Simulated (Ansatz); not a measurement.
**Si2Mo: properties at the relaxed cell**

An exercise on one series of results from a longer session: the logs are not shown, and one member is left open.

Method: DFT PBEsol, scalar-relativistic, plane waves, PAW, in Ansatz 0.2.0.

1 further run of the same task is left out (set aside as unsound or not needed).

## Starting point

Symmetry: I4/mmm, No. 139, tetragonal system. The conventional cell has a = 3.190 Å, b = 3.190 Å, c = 7.821 Å, α = 90.00°, β = 90.00°, γ = 90.00°. Si (site symmetry 4mm) is surrounded by 5 Si at 2.58 to 2.62 Å and 5 Mo at 2.60 to 2.62 Å. Mo (site symmetry 4/mmm) is surrounded by 10 Si at 2.60 to 2.62 Å.

Structure file:

```cif
data_structure
_symmetry_space_group_name_H-M 'I4/mmm'
_symmetry_Int_Tables_number 139
_cell_length_a 3.1901
_cell_length_b 3.1901
_cell_length_c 7.8214
_cell_angle_alpha 90.000
_cell_angle_beta 90.000
_cell_angle_gamma 90.000
_cell_volume 79.59
loop_
_atom_site_label
_atom_site_type_symbol
_atom_site_symmetry_multiplicity
_atom_site_Wyckoff_symbol
_atom_site_fract_x
_atom_site_fract_y
_atom_site_fract_z
_atom_site_occupancy
Si1 Si 4 e 0.00000 0.00000 0.33506 1
Mo1 Mo 2 a 0.00000 0.00000 0.00000 1
```

It is the result of an earlier relaxation at this level (volume 13.27 Å³/atom; gap on the mesh: none (metal)).

Set-up of the first run:

The input, input.yaml:

```yaml
crystal:
  lattice:
    - [-1.5789225192, 1.5789225192, 3.8711873621]
    - [1.5789225192, -1.5789225192, 3.8711873621]
    - [1.5789225192, 1.5789225192, -3.8711873621]
  atoms:
    - { symbol: Si, position: [0.3350596646, 0.3350596646, 0.0] }
    - { symbol: Si, position: [0.6649403354, 0.6649403354, 0.0] }
    - { symbol: Mo, position: [0.0, 0.0, 0.0] }
basis:
  ecutwfc: 420
kpoints:
  mp_grid: { grid: [18, 18, 18] }
hamiltonian:
  xc: pbesol
scf:
  occupations: { method: gaussian, width: 0.1 }
output:
  forces: true
  stress: true
  eigenvalues: true
relax:
  adjacent_minimum: "off"
  f_tol: 0.01
  max_steps: 30
  cell: { stress_tol: 0.1, fix: [volume] }
```

Run with:

```sh
$ ansatz run input.yaml --threads 1 --pin off --max-ram 2560MiB --backend cpu --events-out ev --progress --plain --runs-dir out
```

Steps of the session up to this table: Volume × 0.97; Volume × 1.03; Volume × 0.94; Point at V/V0 = 1.06; Point at V/V0 = 0.91; Volume × 1.10; The cell scaled to 0.88 of its volume.

One table of the session follows, with a row left open; its other results are not shown here.

It belongs to the step «Energy against volume». 

| volume (Å³/atom) | energy above the lowest point (meV/atom) | pressure (GPa) |
| --- | --- | --- |
| 11.674 | 163.5 | 36.87 |
| 12.072 | 86.7 | 25.31 |
| 12.470 | ? | ? |
| 12.868 | 8.6 | 7.12 |
| 13.266 | 0.0 | -0.01 |
| 13.664 | 7.7 | -6.06 |
| 14.062 | 29.3 | -11.19 |
| 14.592 | 76.1 | -16.85 |

Q: Estimate the row for volume (Å³/atom) = 12.470 from the others.

Worked estimate for «energy above the lowest point (meV/atom)». A straight line through the neighbours (12.072, 86.7) and (12.868, 8.6) gives 86.7 + (8.6 − 86.7) × (12.470 − 12.072) / (12.868 − 12.072) = 47.6; a parabola fitted to 4 rows on both sides gives 36.3.

As computed: energy above the lowest point (meV/atom): 36.4; pressure (GPa): 15.48. In «energy above the lowest point (meV/atom)» the line misses by +11.2 and the parabola by -0.1.
